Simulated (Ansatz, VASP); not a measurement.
One calculation of Re, two programs

```
CELL_PARAMETERS angstrom
-1.56734 1.56734 1.56734
1.56734 -1.56734 1.56734
1.56734 1.56734 -1.56734
ATOMIC_POSITIONS crystal
Re 0.00000 0.00000 0.00000
```

Change from the starting cell: volume scaled by 1.02, PAW files.

Alike in both runs: task electric field gradients; functional PBE; k mesh 15 × 15 × 15; occupations fermi-dirac, width 0.05 eV; no spin polarisation.

|  | VASP | Ansatz |
| --- | --- | --- |
| version | VASP 6.6.1 | Ansatz 0.2.0 |
| potentials or method | VASP PAW PBE potentials, release 64 (Re) | PAW with Ansatz's default frozen-core files, scalar-relativistic |
| plane-wave cutoff (eV) | 520 | 420 |
| valence electrons in the cell | 7 | 15 |

|  | VASP | Ansatz | Ansatz less VASP |
| --- | --- | --- | --- |
| pressure (GPa) | -7.3 | -6.7 | +0.58 |
| Vzz of the field gradient on the site that differs most (V/Å²) | 0.0 | 0.0 | 0.00 |

The two sets of potentials don't hold the same shells in valence. Ansatz warned: «gradients_without_spin_orbit».

Spin-orbit coupling is left out, which matters for the levels of Re.
